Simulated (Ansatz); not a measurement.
## BaS: strain and displacement

```xyz
2
Lattice="0.0000 3.1938 3.1938 3.1938 0.0000 3.1938 3.1938 3.1938 0.0000" Properties=species:S:1:pos:R:3 pbc="T T T"
Ba    0.0000    0.0000    0.0000
S     3.1938    3.1938    3.1938
```

Atoms are numbered in the order listed.

The cell is COD entry 9008600, as deposited and not checked against the literature; nothing was relaxed.

No spin–orbit coupling, which matters for the heavy atoms here.

Theory: DFT, LDA, all-electron LAPW, scalar-relativistic (Ansatz 0.2.0).

Sampling and basis: a Γ-centred 7×7×7 k mesh, Fermi–Dirac smearing of 0.01 eV, basis error target 0.25 meV/atom, no spin polarisation.

The unchanged cell is at -2.47 GPa.

x, y and z are the Cartesian axes of the cell as listed; fractional coordinates follow a strain, and an engineering shear is twice the off-diagonal strain component.

**Question.** With this change (equal xy, yz and zx engineering shear strains of -2 %), what becomes of the energy and stress and gap?

**Answer.** Energy change +2 meV/atom; stress change (xx, yy, zz, yz, xz, xy) -0.01, -0.01, -0.01, 0.37, 0.37, 0.37 GPa, compression positive; gap on the k mesh 2.07 → 2.02 eV.

**Question.** With this change (equal xy, yz and zx engineering shear strains of -1 %), what becomes of the energy and stress and gap?

**Answer.** Energy change under 1 meV/atom; stress change (xx, yy, zz, yz, xz, xy) 0.00, 0.00, 0.00, 0.19, 0.19, 0.19 GPa, compression positive; gap on the k mesh 2.07 → 2.04 eV.

**Question.** With this change (equal xy, yz and zx engineering shear strains of +1 %), what becomes of the energy and stress and gap?

**Answer.** Energy change under 1 meV/atom; stress change (xx, yy, zz, yz, xz, xy) 0.00, 0.00, 0.00, -0.20, -0.20, -0.20 GPa, compression positive; gap on the k mesh 2.07 → 2.05 eV.

**Question.** With this change (equal xy, yz and zx engineering shear strains of +2 %), what becomes of the energy and stress and gap?

**Answer.** Energy change +2 meV/atom; stress change (xx, yy, zz, yz, xz, xy) -0.01, -0.01, -0.01, -0.41, -0.41, -0.41 GPa, compression positive; gap on the k mesh 2.07 → 2.04 eV.
